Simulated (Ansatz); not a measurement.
An Ansatz (a quantum-chemistry and plane-wave program) run: ZrO2 with a change (uniaxial strain ε_xx = +2.93 %); PBE (Ansatz), scalar-relativistic without spin-orbit coupling, earlier PAW set.

Input:

Ansatz 0.2 input:
```yaml
crystal:
  lattice:
    - [5.3413451739, 0, 0]
    - [0, 5.2418000303, 0]
    - [-0.9299077598, 0, 5.3026053671]
  atoms:
    - { symbol: Zr, position: [0.2757145635, 0.0438410312, 0.2101631833] }
    - { symbol: Zr, position: [0.7242854365, 0.5438410312, 0.2898368167] }
    - { symbol: Zr, position: [0.7242854365, 0.9561589688, 0.7898368167] }
    - { symbol: Zr, position: [0.2757145635, 0.4561589688, 0.7101631833] }
    - { symbol: O, position: [0.0648833171, 0.3261345241, 0.3502150423] }
    - { symbol: O, position: [0.9351166829, 0.8261345241, 0.1497849577] }
    - { symbol: O, position: [0.9351166829, 0.6738654759, 0.6497849577] }
    - { symbol: O, position: [0.0648833171, 0.1738654759, 0.8502150423] }
    - { symbol: O, position: [0.4510876895, 0.7567368544, 0.4752830415] }
    - { symbol: O, position: [0.5489123105, 0.2567368544, 0.0247169585] }
    - { symbol: O, position: [0.5489123105, 0.2432631456, 0.5247169585] }
    - { symbol: O, position: [0.4510876895, 0.7432631456, 0.9752830415] }
basis: { ecutwfc: 420, ecutrho_ratio: 4, xc_grid: 2, fft_grid_basis: typed }
kpoints: { mp_grid: { grid: [5, 5, 5] } }
hamiltonian:
  xc: pbe
  dispersion: none
  pseudopotentials: { azcp: { folder: ./paw }, kind: paw }
scf: { occupations: { method: fermi_dirac, width: 0.05 }, convergence: { dr2_threshold: 0.0000000012 } }
relax: { f_tol: 0.005, max_steps: 50 }
output: { forces: true, stress: true }
checkpoint: { write: state.ck, write_every: 1000 }
```

Output (explanatory and most iteration lines left out):

```
Relaxation: its limit of steps is 50 (relax.max_steps)
Pseudopotential: Zr, paw, valence charge 12
Pseudopotential: O, paw, valence charge 6
Crystal: 12 atoms, lattice volume = 148.464 Å³
Basis set: ecut = 420 eV, 2895 PW (Γ), exchange–correlation on 72×72×72 points (8 copies of the dense FFT grid, shifted against one another)
Bands: 60, of which v1, the nominal top of the filled ones, is band 48 counted from 1 (47 counted from 0)
Symmetry: 4 space group operations
Space group: P21/c (ITA 14), of the structure as read, at distance tolerance 5.3e-5 Å
k-points: 39 of 125
Functional: x = pbe(κ = 0.804, μ = 0.2195149727645171), c = pbe(β = 0.06672455060314922)
SCF iter   1: F=—  HF=-21296.416535 eV  |F-HF|=—  |Δ(HF+E_count)|=         —  Δρ=5.19e-2  dr2=3.92e0  ethr=3.10e-3  ⟨swp⟩=5.1  Hψ=8917  notcnv=0
SCF iter   2: F=—  HF=-21296.141585 eV  |F-HF|=—  |Δ(HF+E_count)|=   2.75e-1  Δρ=3.13e-2  dr2=1.17e0  ethr=3.10e-3  ⟨swp⟩=2.6  Hψ=3902  notcnv=0  defer=231
SCF 1 converged in 11 iterations: F = -21296.135527 eV  dr2 = 7.61e-11
relax step   1: F+E_penalty+E_count = -21296.13552708 eV  Δ(F+E_penalty+E_count) = +0.000e0 eV  max|allowed force component| = 3.026e-1 eV/Å  Δτ_max = 0.0000 Å  (11 SCF iters, accepted)
Crystal: 12 atoms, lattice volume = 148.464 Å³
SCF iter   1: F=—  HF=-21296.139781 eV  |F-HF|=—  |Δ(HF+E_count)|=         —  Δρ=4.30e-3  dr2=1.28e-2  ethr=1.33e-5  ⟨swp⟩=2.0  Hψ=7149  notcnv=0  defer=233
SCF iter   2: F=—  HF=-21296.138094 eV  |F-HF|=—  |Δ(HF+E_count)|=   1.69e-3  Δρ=2.08e-3  dr2=2.47e-3  ethr=1.33e-5  ⟨swp⟩=2.3  Hψ=3262  notcnv=0  defer=233
SCF 2 converged in 9 iterations: F = -21296.138280 eV  dr2 = 5.88e-11
relax step   2: F+E_penalty+E_count = -21296.13828042 eV  Δ(F+E_penalty+E_count) = -2.753e-3 eV  max|allowed force component| = 2.342e-1 eV/Å  Δτ_max = 0.0347 Å  (9 SCF iters, accepted)
Crystal: 12 atoms, lattice volume = 148.464 Å³
SCF iter   1: F=—  HF=-21296.154301 eV  |F-HF|=—  |Δ(HF+E_count)|=         —  Δρ=2.09e-3  dr2=2.70e-3  ethr=3.23e-5  ⟨swp⟩=2.6  Hψ=4543  notcnv=0  defer=233
SCF iter   2: F=—  HF=-21296.153942 eV  |F-HF|=—  |Δ(HF+E_count)|=   3.59e-4  Δρ=1.02e-3  dr2=5.07e-4  ethr=2.81e-6  ⟨swp⟩=2.8  Hψ=4459  notcnv=0  defer=233
SCF 3 converged in 8 iterations: F = -21296.154016 eV  dr2 = 7.51e-10
relax step   3: F+E_penalty+E_count = -21296.15401554 eV  Δ(F+E_penalty+E_count) = -1.574e-2 eV  max|allowed force component| = 6.414e-2 eV/Å  Δτ_max = 0.0141 Å  (8 SCF iters, accepted)
Crystal: 12 atoms, lattice volume = 148.464 Å³
SCF iter   1: F=—  HF=-21296.157236 eV  |F-HF|=—  |Δ(HF+E_count)|=         —  Δρ=2.79e-3  dr2=8.31e-3  ethr=7.51e-5  ⟨swp⟩=3.8  Hψ=4810  notcnv=0  defer=229
SCF iter   2: F=—  HF=-21296.156355 eV  |F-HF|=—  |Δ(HF+E_count)|=   8.80e-4  Δρ=1.55e-3  dr2=2.54e-3  ethr=8.65e-6  ⟨swp⟩=1.0  Hψ=2691  notcnv=0  defer=229
SCF 4 converged in 9 iterations: F = -21296.156256 eV  dr2 = 8.61e-11
relax step   4: F+E_penalty+E_count = -21296.15625614 eV  Δ(F+E_penalty+E_count) = -2.241e-3 eV  max|allowed force component| = 1.035e-1 eV/Å  Δτ_max = 0.0249 Å  (9 SCF iters, accepted)
Crystal: 12 atoms, lattice volume = 148.464 Å³
SCF iter   1: F=—  HF=-21296.159765 eV  |F-HF|=—  |Δ(HF+E_count)|=         —  Δρ=1.50e-3  dr2=2.54e-3  ethr=2.29e-5  ⟨swp⟩=2.7  Hψ=4628  notcnv=0  defer=229
SCF iter   2: F=—  HF=-21296.159337 eV  |F-HF|=—  |Δ(HF+E_count)|=   4.28e-4  Δρ=8.02e-4  dr2=7.16e-4  ethr=2.65e-6  ⟨swp⟩=1.3  Hψ=3003  notcnv=0  defer=229
SCF 5 converged in 8 iterations: F = -21296.159221 eV  dr2 = 1.06e-9
relax step   5: F+E_penalty+E_count = -21296.15922086 eV  Δ(F+E_penalty+E_count) = -2.965e-3 eV  max|allowed force component| = 6.542e-3 eV/Å  Δτ_max = 0.0154 Å  (8 SCF iters, accepted)
Crystal: 12 atoms, lattice volume = 148.464 Å³
[...]
Internal energy: -21296.159271 eV  (E = F + TS)
E sigma→0 (E₀):  -21296.159271 eV
Fermi energy:    11.517787 eV
--- Forces (eV/Å), atoms counted from 1 ---
  atom   1  Zr     0.00129997    -0.00102004     0.00052014
  atom   2  Zr    -0.00129997    -0.00102004    -0.00052014
  atom   3  Zr    -0.00129997     0.00102004    -0.00052014
  atom   4  Zr     0.00129997     0.00102004     0.00052014
  atom   5  O     -0.00036376     0.00046942     0.00018219
  atom   6  O      0.00036376     0.00046942    -0.00018219
  atom   7  O      0.00036376    -0.00046942    -0.00018219
  atom   8  O     -0.00036376    -0.00046942     0.00018219
  atom   9  O      0.00016998     0.00145193     0.00045963
  atom  10  O     -0.00016998     0.00145193    -0.00045963
  atom  11  O     -0.00016998    -0.00145193    -0.00045963
  atom  12  O      0.00016998    -0.00145193     0.00045963
--- Stress (GPa, compression-positive) ---
       -8.828376       0.000000      -1.112504
        0.000000      -3.839498       0.000000
       -1.112504       0.000000      -2.783665
  P = ⅓ Tr σ = -5.1505 GPa (-51.505 kbar)
--- Relaxed structure (6 steps of the walk, 6 accepted, 0 SCFs on fresh bases) ---
  atoms:
    - { symbol: Zr, position: [0.27354914572081906, 0.044464374064098235, 0.2097454689672558] }
    - { symbol: Zr, position: [0.7264508542791811, 0.5444643740640984, 0.29025453103274423] }
    - { symbol: Zr, position: [0.726450854279181, 0.9555356259359017, 0.7902545310327441] }
    - { symbol: Zr, position: [0.273549145720819, 0.45553562593590174, 0.7097454689672557] }
    - { symbol: O, position: [0.06262840705202559, 0.3210247604571765, 0.35464488597395727] }
    - { symbol: O, position: [0.9373715929479746, 0.8210247604571764, 0.14535511402604273] }
    - { symbol: O, position: [0.9373715929479745, 0.6789752395428235, 0.6453551140260427] }
    - { symbol: O, position: [0.06262840705202558, 0.17897523954282352, 0.8546448859739573] }
    - { symbol: O, position: [0.4571102346924296, 0.7556504292125195, 0.47208087515051766] }
    - { symbol: O, position: [0.5428897653075705, 0.25565042921251924, 0.02791912484948235] }
    - { symbol: O, position: [0.5428897653075704, 0.24434957078748074, 0.5279191248494823] }
    - { symbol: O, position: [0.4571102346924296, 0.7443495707874805, 0.9720808751505178] }
```

No phonon test of stability was made. The cell was made from ZrO₂ (space group P2_1/c, No. 14) by this change: uniaxial strain ε_xx = +2.93 %.
